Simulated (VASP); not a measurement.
# AlNi (C2/m) in VASP: a series of runs

The runs below take AlNi through single point, electrostatic potential, with RPBE, LAK.

Everything below comes from runs of VASP 6.6.1. Logs are shortened: lines on timing, memory, paths and dates and some standing lists are left out, and cuts for length are marked.

## Step 1: The structure

The structure is monoclinic, space group C2/m (No. 12). Conventional cell: a = 4.601 Å, b = 2.789 Å, c = 4.111 Å, α = 90.00°, β = 109.27°, γ = 90.00°. Ni (site symmetry 2/m) has 6 Al at 2.48 to 2.53 Å and 6 Ni at 2.69 to 2.79 Å as nearest neighbours. Al (site symmetry 2/m) has 6 Ni at 2.48 to 2.53 Å and 6 Al at 2.69 to 2.79 Å as nearest neighbours.

The cell comes from a database or a generator and needn't be the stable form of this composition.

## Step 2: Single point, RPBE, collinear spin, ferromagnetic start

INCAR

```
PREC = Accurate
ENCUT = 500
EDIFF = 1E-6
ISMEAR = 0
SIGMA = 0.1
LREAL = F
LASPH = T
NELM = 120
ALGO = Normal
ISIF = 2
LWAVE = F
LCHARG = T
ISPIN = 2
MAGMOM = 1 0
LORBIT = 11
LMAXMIX = 4
GGA = RP
LELF = T
LVHAR = T
```

KPOINTS

```
regular mesh
0
Gamma
  11 11 7
```

POSCAR

```
AlNi
2.6904
    0.855144588165     -0.518391317276      0.000000000000
    0.855144588165      0.518391317276      0.000000000000
   -0.504181906036      0.000000000000      1.442476211716
Ni Al
1 1
Direct
    0.5000000000      0.5000000000      0.5000000000
    0.0000000000      0.0000000000      0.0000000000
```

Potentials or basis: VASP PAW PBE potentials, release 64 (Ni, Al).

On the command line:

```
$ cat potpaw_PBE.64/Ni/POTCAR potpaw_PBE.64/Al/POTCAR > POTCAR
$ mpirun -np 1 vasp_std > vasp.out
```

OUTCAR:

```text
PREC = Accurate
   ENCUT = 500
   EDIFF = 1E-6
   ISMEAR = 0
   LREAL = F
   LASPH = T
   NELM = 120
   ISIF = 2
   ISPIN = 2
   LORBIT = 11
   GGA = RP

 ion  position               nearest neighbor table
   1  0.500  0.500  0.500-   2 2.48   2 2.48   2 2.48   2 2.48   2 2.53   2 2.53
   2  0.000  0.000  0.000-   1 2.48   1 2.48   1 2.48   1 2.48   1 2.53   1 2.53

  LATTYP: Found a base centered monoclinic cell.
 ALAT       =     4.6013620000
 B/A-ratio  =     0.6062031199
 C/A-ratio  =     0.8934454424
 COS(beta)  =    -0.3299511685

  Lattice vectors:

 A1 = (   2.3006810000,  -1.3946800000,   0.0000000000)
 A2 = (   2.3006810000,   1.3946800000,   0.0000000000)
 A3 = (  -1.3564510000,   0.0000000000,   3.8808380000)

Analysis of symmetry for initial positions (statically):
=====================================================================
 Subroutine PRICEL returns:
 Original cell was already a primitive cell.

 Routine SETGRP: Setting up the symmetry group for a
 base centered monoclinic supercell.

 Subroutine GETGRP returns: Found  4 space group operations
 (whereof  4 operations were pure point group operations)
 out of a pool of  4 trial point group operations.

The static configuration has the point symmetry C_2h.

Analysis of symmetry for dynamics (positions and initial velocities):
=====================================================================
 Subroutine PRICEL returns:
 Original cell was already a primitive cell.

 Routine SETGRP: Setting up the symmetry group for a
 base centered monoclinic supercell.

 Subroutine GETGRP returns: Found  4 space group operations
 (whereof  4 operations were pure point group operations)
 out of a pool of  4 trial point group operations.

The dynamic configuration has the point symmetry C_2h.

Analysis of structural, dynamic, and magnetic symmetry:
=====================================================================
 Subroutine PRICEL returns:
 Original cell was already a primitive cell.

 Routine SETGRP: Setting up the symmetry group for a
 base centered monoclinic supercell.

 Subroutine GETGRP returns: Found  4 space group operations
 (whereof  4 operations were pure point group operations)
 out of a pool of  4 trial point group operations.

The overall configuration has the point symmetry C_2h.

 Subroutine INISYM returns: Found  4 space group operations
 (whereof  4 operations are pure point group operations),
 and found     1 'primitive' translations

[... 141 lines left out ...]
  free energy    TOTEN  =        -9.25311556 eV

  energy without entropy =       -9.24857239  energy(sigma->0) =       -9.25084397

 E-fermi :   9.4582     XC(G=0): -11.7619

 val. band max:        9.4523359052   @ k =   0.4545   0.1818   0.4286
 cond. band min:       9.4699741639   @ k =  -0.4545   0.1818   0.1429
 fundamental gap:      0.0176382587
 Fermi energy:         9.4582090196

 spin component 1

 k-point     1 :       0.0000    0.0000    0.0000
  band No.  band energies     occupation
      1      -1.3998      1.00000
      2       5.8741      1.00000
      3       7.6319      1.00000
      4       7.7556      1.00000
      5       7.9258      1.00000
      6       8.0880      1.00000
      7       8.2163      1.00000
      8      12.1969      0.00000
      9      23.0451      0.00000
     10      23.4584      0.00000
     11      24.3763      0.00000
[... 310 lines left out ...]
  band No.  band energies     occupation
      1       1.0749      1.00000
      2       6.4935      1.00000
      3       6.8658      1.00000
      4       7.1246      1.00000
      5       7.7880      1.00000
      6       8.6801      1.00000
      7      11.2405      0.00000
      8      13.1864      0.00000
      9      14.2736      0.00000
     10      16.1488      0.00000
     11      19.0990      0.00000

 [... further k-points ...]

 spin component 2

 k-point     1 :       0.0000    0.0000    0.0000
  band No.  band energies     occupation
      1      -1.3999      1.00000
      2       5.8743      1.00000
      3       7.6321      1.00000
      4       7.7556      1.00000
      5       7.9260      1.00000
      6       8.0882      1.00000
      7       8.2166      1.00000
      8      12.1970      0.00000
      9      23.0452      0.00000
     10      23.4584      0.00000
     11      24.3761      0.00000
[... 310 lines left out ...]
  band No.  band energies     occupation
      1       1.0749      1.00000
      2       6.4937      1.00000
      3       6.8660      1.00000
      4       7.1248      1.00000
      5       7.7883      1.00000
      6       8.6802      1.00000
      7      11.2405      0.00000
      8      13.1865      0.00000
      9      14.2736      0.00000
     10      16.1488      0.00000
     11      19.0991      0.00000

 [... further k-points ...]

------------------------ aborting loop because EDIFF is reached ----------------------------------------

  FORCE on cell =-STRESS in cart. coord.  units (eV):
  Direction    XX          YY          ZZ          XY          YZ          ZX
  --------------------------------------------------------------------------------------
  -------------------------------------------------------------------------------------
  Total        0.9646191      0.6562243      1.0013017      0.0000000      0.0000000     -0.1030103
  in kB       62.0554531     42.2159352     64.4153001      0.0000000      0.0000000     -6.6268104
  external PRESSURE =      56.2288961 kB  Pullay stress =       0.0000000 kB

 VOLUME and BASIS-vectors are now :
 -----------------------------------------------------------------------------
  energy-cutoff  :      500.00
  volume of cell :       24.90
      direct lattice vectors                 reciprocal lattice vectors
     2.300681000 -1.394680000  0.000000000     0.217326957 -0.358505177  0.075961266
     2.300681000  1.394680000  0.000000000     0.217326957  0.358505177  0.075961266
    -1.356451000  0.000000000  3.880838000     0.000000000  0.000000000  0.257676306

 POSITION                                       TOTAL-FORCE (eV/Angst)
 -----------------------------------------------------------------------------------
      1.62246      0.00000      1.94042         0.000000      0.000000      0.000000
      0.00000      0.00000      0.00000        -0.000000     -0.000000      0.000000
 -----------------------------------------------------------------------------------
    total drift:                                0.000000      0.000000      0.000000

  FREE ENERGIE OF THE ION-ELECTRON SYSTEM (eV)
  ---------------------------------------------------
  free  energy   TOTEN  =        -9.2531155577 eV

  energy  without entropy=       -9.2485723875  energy(sigma->0) =       -9.25084397

 total charge

# of ion       s       p       d       tot
------------------------------------------
    1        0.452   0.480   8.412   9.344
    2        0.416   0.412   0.000   0.828
--------------------------------------------------
tot          0.869   0.892   8.412  10.172

 magnetization (x)

# of ion       s       p       d       tot
------------------------------------------
    1       -0.000  -0.000   0.000   0.000
    2       -0.000  -0.000   0.000  -0.000
--------------------------------------------------
tot         -0.000  -0.000   0.000   0.000
```

OSZICAR:

```text
N       E                     dE             d eps       ncg     rms          rms(c)
DAV:   1     0.394918909184E+02    0.39492E+02   -0.57055E+03 10472   0.124E+03
DAV:   2    -0.944210668818E+01   -0.48934E+02   -0.45428E+02 10458   0.194E+02
DAV:   3    -0.108152608365E+02   -0.13732E+01   -0.13541E+01 12185   0.398E+01
DAV:   4    -0.108365776473E+02   -0.21317E-01   -0.21308E-01 11685   0.456E+00
DAV:   5    -0.108372231329E+02   -0.64549E-03   -0.64546E-03 12126   0.860E-01    0.136E+01
DAV:   6    -0.150272720958E+02   -0.41900E+01   -0.85723E+01 11785   0.145E+02    0.220E+01
DAV:   7    -0.940268571510E+01    0.56246E+01   -0.19247E+01 11785   0.817E+01    0.344E+00
DAV:   8    -0.926556049933E+01    0.13713E+00   -0.13913E+00 13127   0.157E+01    0.123E+00
DAV:   9    -0.925241319322E+01    0.13147E-01   -0.88396E-02 12696   0.404E+00    0.623E-01
DAV:  10    -0.925313786049E+01   -0.72467E-03   -0.24769E-03 13051   0.693E-01    0.313E-01
DAV:  11    -0.925314815417E+01   -0.10294E-04   -0.12002E-03 13950   0.424E-01    0.135E-01
DAV:  12    -0.925312685385E+01    0.21300E-04   -0.21215E-04 12721   0.201E-01    0.629E-02
DAV:  13    -0.925311894674E+01    0.79071E-05   -0.41551E-05 12215   0.109E-01    0.284E-02
DAV:  14    -0.925311604158E+01    0.29052E-05   -0.93763E-06  9984   0.453E-02    0.125E-02
DAV:  15    -0.925311555770E+01    0.48389E-06   -0.19566E-06  6183   0.161E-02
   1 F= -.92531156E+01 E0= -.92508440E+01  d E =-.454317E-02  mag=     0.0000
```

stdout:

```text
POSCAR found type information on POSCAR NiAl
 POSCAR found :  2 types and       2 ions
 scaLAPACK will be used
 -----------------------------------------------------------------------------
|                                                                             |
|                                                                             |
|     You enforced a specific xc type in the INCAR file but a different       |
|     I HOPE YOU KNOW WHAT YOU ARE DOING!                                     |
|                                                                             |
 -----------------------------------------------------------------------------

 LDA part: xc-table for (Slater+PW92), standard interpolation
 POSCAR, INCAR and KPOINTS ok, starting setup
 FFT: planning ... GRIDC
 FFT: planning ... GRID_SOFT
 FFT: planning ... GRID
 WAVECAR not read
 entering main loop
```

Wall time 48 s (1 thread of Intel Xeon 6975P-C (Granite Rapids), shared host); peak memory 0.22 GiB.

Results:

```yaml
Free_energy: -9.2531 eV
Pressure: 5.6 GPa
Band_gap_on_the_k_mesh: none (metal or under the smearing width)
Net_moment: 0.00 μB per cell
Valence_electrons_inside_the_program's_atomic_spheres: Ni 9.34; Al 0.83
```

Caveat: the PAW data sets were made with another functional, which shifts forces and pressure a little.

## Step 3: Single point, RPBE, collinear spin, ferromagnetic start

run.py

```python
from ase.calculators.vasp import Vasp
from ase.dft.bandgap import bandgap
from ase.io import read

atoms = read('AlNi.cif', primitive_cell=True, subtrans_included=False)
atoms.set_initial_magnetic_moments([1.0, 0.0])
calc = Vasp(
    directory='calc',
    xc='rpbe',
    pp='PBE',
    setups='minimal',
    prec='Accurate',
    encut=500,
    ediff=1e-06,
    ismear=0,
    sigma=0.1,
    lreal=False,
    lasph=True,
    nelm=150,
    algo='Normal',
    isif=2,
    lwave=False,
    lcharg=True,
    ispin=2,
    lorbit=11,
    lmaxmix=4,
    lelf=True,
    lvhar=True,
    kpts=[11, 11, 7],
    gamma=True,
    nbands=18,
)
atoms.calc = calc

print('energy (eV):', atoms.get_potential_energy())
print('free energy (eV):', atoms.get_potential_energy(force_consistent=True))
print('forces (eV/A):')
print(atoms.get_forces())
print('stress (eV/A^3, Voigt):', atoms.get_stress())
print('Fermi level (eV):', calc.get_fermi_level())
print('moment (muB):', atoms.get_magnetic_moment())
print('site moments (muB):', atoms.get_magnetic_moments())
gap, top, bottom = bandgap(calc)
print('band gap (eV):', gap, 'from (spin, k, band)', top, 'to', bottom)
```

AlNi.cif

```cif
data_AlNi
_cell_length_a 4.60136200
_cell_length_b 2.78936000
_cell_length_c 4.11106591
_cell_angle_alpha 90.00000000
_cell_angle_beta 109.26581165
_cell_angle_gamma 90.00000000
_space_group_name_H-M_alt 'C2/m'
_space_group_name_Hall '-C 2y'
_space_group_IT_number 12
loop_
_space_group_symop_operation_xyz
'x,y,z'
'-x,-y,-z'
'-x,y,-z'
'x,-y,z'
'x+1/2,y+1/2,z'
'-x+1/2,-y+1/2,-z'
'-x+1/2,y+1/2,-z'
'x+1/2,-y+1/2,z'
loop_
_atom_site_label
_atom_site_type_symbol
_atom_site_symmetry_multiplicity
_atom_site_Wyckoff_symbol
_atom_site_fract_x
_atom_site_fract_y
_atom_site_fract_z
_atom_site_occupancy
Ni1 Ni 2 d 0.5000000000 0.0000000000 0.5000000000 1
Al1 Al 2 a 0.0000000000 0.0000000000 0.0000000000 1
```

Potentials or basis: VASP PAW PBE potentials, release 64 (Ni, Al).

On the command line:

```
$ python run.py
```

Log:

```text
energy (eV): -9.25084357
free energy (eV): -9.2531154
forces (eV/A):
[[ 0.  0.  0.]
 [-0.  0.  0.]]
stress (eV/A^3, Voigt): [-0.0382448  -0.02585393 -0.03971583 -0.          0.00413869 -0.        ]
Fermi level (eV): 9.45838138
moment (muB): 0.0001387
site moments (muB): [ 0. -0.]
band gap (eV): 0.0 from (spin, k, band) (None, None, None) to (None, None, None)
```

OUTCAR:

```text
ENCUT = 500.000000
   EDIFF = 1.00e-06
   GGA = RP
   PREC = Accurate
   ISIF = 2
   ISMEAR = 0
   ISPIN = 2
   LORBIT = 11
   NELM = 150
   LASPH = .TRUE.
   LREAL = .FALSE.

 ion  position               nearest neighbor table
   1  0.500  0.500  0.500-   2 2.48   2 2.48   2 2.48   2 2.48   2 2.53   2 2.53
   2  0.000  0.000  0.000-   1 2.48   1 2.48   1 2.48   1 2.48   1 2.53   1 2.53

  LATTYP: Found a base centered monoclinic cell.
 ALAT       =     4.6013620000
 B/A-ratio  =     0.6062031199
 C/A-ratio  =     0.8934454429
 COS(beta)  =    -0.3299511686

  Lattice vectors:

 A1 = (   2.3006810000,  -1.3946800000,   0.0000000000)
 A2 = (   2.3006810000,   1.3946800000,   0.0000000000)
 A3 = (  -1.3564510011,   0.0000000000,   3.8808380020)

Analysis of symmetry for initial positions (statically):
=====================================================================
 Subroutine PRICEL returns:
 Original cell was already a primitive cell.

 Routine SETGRP: Setting up the symmetry group for a
 base centered monoclinic supercell.

 Subroutine GETGRP returns: Found  4 space group operations
[... 1200 lines left out ...]
     17      33.5204      0.00000
     18      34.3238      0.00000

 [... further k-points ...]

------------------------ aborting loop because EDIFF is reached ----------------------------------------

  FORCE on cell =-STRESS in cart. coord.  units (eV):
  Direction    XX          YY          ZZ          XY          YZ          ZX
  --------------------------------------------------------------------------------------
  -------------------------------------------------------------------------------------
  Total        0.9524862      0.6438917      0.9891221      0.0000000      0.0000000     -0.1030741
  in kB       61.2749276     41.4225556     63.6317696      0.0000000      0.0000000     -6.6309150
  external PRESSURE =      55.4430842 kB  Pullay stress =       0.0000000 kB

 VOLUME and BASIS-vectors are now :
 -----------------------------------------------------------------------------
  energy-cutoff  :      500.00
  volume of cell :       24.90
      direct lattice vectors                 reciprocal lattice vectors
     2.300681000 -1.394680000  0.000000000     0.217326957 -0.358505177  0.075961266
     2.300681000  1.394680000  0.000000000     0.217326957  0.358505177  0.075961266
    -1.356451001  0.000000000  3.880838002     0.000000000  0.000000000  0.257676306

 POSITION                                       TOTAL-FORCE (eV/Angst)
 -----------------------------------------------------------------------------------
      1.62246      0.00000      1.94042         0.000000      0.000000      0.000000
      0.00000      0.00000      0.00000        -0.000000      0.000000      0.000000
 -----------------------------------------------------------------------------------
    total drift:                                0.000000      0.000000      0.000000

  FREE ENERGIE OF THE ION-ELECTRON SYSTEM (eV)
  ---------------------------------------------------
  free  energy   TOTEN  =        -9.2531153962 eV

  energy  without entropy=       -9.2485717456  energy(sigma->0) =       -9.25084357

 total charge

# of ion       s       p       d       tot
------------------------------------------
    1        0.452   0.480   8.412   9.344
    2        0.416   0.412   0.000   0.828
--------------------------------------------------
tot          0.869   0.892   8.412  10.172

 magnetization (x)

# of ion       s       p       d       tot
------------------------------------------
    1       -0.000  -0.000   0.000   0.000
    2       -0.000   0.000   0.000  -0.000
--------------------------------------------------
tot         -0.000  -0.000   0.000   0.000
```

INCAR:

```text
ENCUT = 500.000000
SIGMA = 0.100000
EDIFF = 1.00e-06
ALGO = Normal
GGA = RP
PREC = Accurate
ISIF = 2
ISMEAR = 0
ISPIN = 2
LMAXMIX = 4
LORBIT = 11
NBANDS = 18
NELM = 150
LASPH = .TRUE.
LCHARG = .TRUE.
LELF = .TRUE.
LVHAR = .TRUE.
LWAVE = .FALSE.
LREAL = .FALSE.
MAGMOM = 1*1.0000 1*0.0000
```

Wall time 80 s (1 thread of Intel Xeon 6975P-C (Granite Rapids), shared host); peak memory 0.26 GiB.

Results:

```yaml
Free_energy: -9.2531 eV
Pressure: 5.5 GPa
Band_gap_on_the_k_mesh: none (metal or under the smearing width)
Net_moment: 0.00 μB per cell
Valence_electrons_inside_the_program's_atomic_spheres: Ni 9.34; Al 0.83
```

Caveat: the PAW data sets were made with another functional, which shifts forces and pressure a little.

## Step 4: Electrostatic potential, LAK, collinear spin, ferromagnetic start (cell strained at random at fixed volume)

INCAR

```
PREC = Accurate ; ENCUT = 520
EDIFF = 1E-6 ; ISMEAR = -5
SIGMA = 0.05 ; LREAL = False
LASPH = True ; NELM = 150
ALGO = Normal ; ISIF = 2
LWAVE = False ; LCHARG = True
ISPIN = 2 ; MAGMOM = 1 0
LORBIT = 11 ; LMAXMIX = 4
METAGGA = LAK ; LMIXTAU = True
LVHAR = True
```

KPOINTS

```
Automatic mesh
0
Gamma
  11 11 7
```

POSCAR

```
AlNi
1.0
    2.3065560000     -1.3440060000     -0.0046160000
    2.3531610000      1.4208870000      0.0300090000
   -1.3522370000      0.0255100000      3.8604510000
Ni Al
1 1
Direct
    0.5000000000      0.5000000000      0.5000000000
    0.0000000000      0.0000000000      0.0000000000
```

On the command line:

```
$ cat potpaw_PBE.64/Ni/POTCAR potpaw_PBE.64/Al/POTCAR > POTCAR
$ mpirun -np 1 vasp_std > vasp.out
```

It took 6.8 min on 1 thread of Intel Xeon 6975P-C (Granite Rapids), shared host; peak memory 0.32 GiB.

The run converged. Its results:

* Free energy: 5.2684 eV
* Pressure: 2.2 GPa
* Band gap on the k mesh: none (metal or under the smearing width)
* Net moment: 0.00 μB per cell
* Valence electrons inside the program's atomic spheres: Ni 9.38; Al 0.85

Stress tensor (GPa, compression positive):
```
-0.33 -2.18 -2.43
-2.18  1.04 -1.46
-2.43 -1.46  5.76
```

Levels at points of the mesh, in eV from the Fermi level:
Spin up:
```
           k point  band 5  band 6  band 7  band 8  band 9  band 10
(0.00, 0.00, 0.00)   -1.61   -1.50   -1.38    3.10   14.42    14.73
```
Spin down:
```csv
k point,band 3,band 4,band 5,band 6,band 7,band 8,band 9,band 10,band 11
"(0.00, 0.00, 0.00)",-1.99,-1.85,-1.61,-1.50,-1.38,3.10,14.42,14.73,16.01
```

Caveat: the PAW data sets were made with another functional, which shifts forces and pressure a little; tetrahedron occupations give inexact forces and stress in metals.
